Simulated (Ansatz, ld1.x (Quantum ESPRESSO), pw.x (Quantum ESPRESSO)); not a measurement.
pw.x on fcc Mg: one setting changed

Potential: ultrasoft, ld1.x (Quantum ESPRESSO) 7.5, PBE; core [Ne], reference 3s1.5 3p0; waves: 3s (bound): rcut 2.00, rcutus 2.65 bohr; 3s channel at 0.75 Ry: rcut 2.00, rcutus 2.65 bohr; 3p (bound, empty): rcut 2.05, rcutus 2.60 bohr; 3p channel at 1.25 Ry: rcut 2.05, rcutus 2.60 bohr; 3d channel at 0.4 Ry: rcut 1.70, rcutus 2.05 bohr; 3d channel at 2.55 Ry: rcut 1.70, rcutus 2.05 bohr; local part: all-electron potential smoothed inside 2.00 bohr (lloc = -1); core correction: Bessel-smoothed model core inside 1.56 bohr; augmentation: built from norm-conserving waves at rcut, not smoothed further.

The reference run (k-mesh 13³, cutoffs 40/600 Ry, Fermi–Dirac 0.01 Ry, mixing_beta 0.4, conv_thr 1e-9, no spin) gives -0.19 GPa at 23.198 Å³/atom, where all-electron LAPW gives -0.07 GPa. This run, with its own iteration cap, changes ecutrho/ecutwfc to 6.

```
&control
  calculation='scf', prefix='x', pseudo_dir='./', outdir='./tmp', tstress=.true., disk_io='none'
/
&system
  ibrav=0, nat=1, ntyp=1, ecutwfc=40, ecutrho=240, nbnd=8,
  occupations='smearing', smearing='fd', degauss=0.01
/
&electrons
  conv_thr=1e-09, mixing_beta=0.4, electron_maxstep=50
/
ATOMIC_SPECIES
Mg 1.0 Mg.UPF
CELL_PARAMETERS angstrom
  0.00000000 2.26363734 2.26363734
  2.26363734 0.00000000 2.26363734
  2.26363734 2.26363734 0.00000000
ATOMIC_POSITIONS crystal
Mg 0.0000 0.0000 0.0000
K_POINTS automatic
13 13 13 0 0 0
```

```bash
pw.x < Mg.scf.in > Mg.scf.out
```

Problem. How does the run end?

Solution. It converges in 7 iterations; the free energy moves by +0.0 meV/atom and the pressure by +0.00 GPa. The result is that of the reference run.

```
Message from routine setup:
     using ibrav=0 with symmetry is DISCOURAGED, use correct ibrav instead
     lattice parameter (alat)  =       6.0495  a.u.
     unit-cell volume          =     156.5479 (a.u.)^3
     number of electrons       =         2.00
     number of Kohn-Sham states=            8
     kinetic-energy cutoff     =      40.0000  Ry
     charge density cutoff     =     240.0000  Ry
     scf convergence threshold =      1.0E-09
     Exchange-correlation= PBE
     number of k points=    84  Fermi-Dirac smearing, width (Ry)=  0.0100
     iteration #  1     ecut=    40.00 Ry     beta= 0.40
     total energy              =      -5.34352854 Ry
     estimated scf accuracy    <       0.00629351 Ry
     iteration #  2     ecut=    40.00 Ry     beta= 0.40
     total energy              =      -5.34322391 Ry
     estimated scf accuracy    <       0.00222462 Ry
     iteration #  3     ecut=    40.00 Ry     beta= 0.40
     total energy              =      -5.34325236 Ry
     estimated scf accuracy    <       0.00000190 Ry
     iteration #  4     ecut=    40.00 Ry     beta= 0.40
     total energy              =      -5.34325221 Ry
     estimated scf accuracy    <       0.00000227 Ry
     iteration #  5     ecut=    40.00 Ry     beta= 0.40
     total energy              =      -5.34325222 Ry
     estimated scf accuracy    <          1.6E-09 Ry
     iteration #  6     ecut=    40.00 Ry     beta= 0.40
     total energy              =      -5.34325224 Ry
     estimated scf accuracy    <       0.00000008 Ry
     iteration #  7     ecut=    40.00 Ry     beta= 0.40
     the Fermi energy is     3.5331 ev
!    total energy              =      -5.34325225 Ry
     estimated scf accuracy    <          3.8E-13 Ry
     smearing contrib. (-TS)   =      -0.00202717 Ry
     The total energy is F=E-TS. E is the sum of the following terms:
     one-electron contribution =       1.29702470 Ry
     hartree contribution      =       0.00354204 Ry
     xc contribution           =      -4.49815822 Ry
     ewald contribution        =      -2.14363360 Ry
     convergence has been achieved in   7 iterations
          total   stress  (Ry/bohr**3)                   (kbar)     P=       -1.94
     Message from routine punch:
     Nothing written, as per user request (disk_io='none')
```

The run took about 4.5 s on one core of a shared host (Neoverse-V2, 96 threads, 742 GiB, load 13).
